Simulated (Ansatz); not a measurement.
Wanted: the native input for an Ansatz 0.2.0 run.

- Task: single point
- Functional: PBE
- Potentials or basis: all-electron LAPW, scalar-relativistic
- Cutoff: 392 eV (chosen from the basis error)
- Basis error allowed: 0.001 eV/atom
- k mesh: 9 × 9 × 9
- Occupations: gaussian, width 0.1 eV
- Spin: no spin polarisation

The system is HfN.

```
CELL_PARAMETERS angstrom
0.00000 2.45482 2.45482
2.45482 0.00000 2.45482
2.45482 2.45482 0.00000
ATOMIC_POSITIONS crystal
Hf 0.00000 0.00000 0.00000
N 0.25000 0.25000 0.25000
```

The cell comes from a database or a generator and needn't be the stable form of this composition.

One way to write it, as run:

input.yaml

```yaml
crystal:
  lattice:
    - [0.0, 2.454822, 2.454822]
    - [2.454822, 0.0, 2.454822]
    - [2.454822, 2.454822, 0.0]
  atoms:
    - { symbol: Hf, position: [0.0, 0.0, 0.0] }
    - { symbol: "N", position: [0.25, 0.25, 0.25] }
kpoints:
  mp_grid: { grid: [9, 9, 9] }
scf:
  occupations: { method: gaussian, width: 0.1 }
hamiltonian:
  xc: pbe
  pseudopotentials: { kind: all_electron, lapw: { basis_error: 0.001 } }
output:
  forces: true
  stress: true
  eigenvalues: true
```

Potentials or basis: all-electron LAPW, scalar-relativistic.

Command:

```console
$ ansatz run input.yaml --threads 1 --pin off --max-ram 3072MiB --backend cpu --events-out ev --progress --plain --runs-dir out
```

It gave:

- Pressure: 0.7 GPa
- Band gap on the k mesh: none (metal or under the smearing width)

Run time: 21 s on 1 thread of Intel(R) Xeon(R) Processor @ 2.70GHz (shared host), peak memory 0.34 GiB.
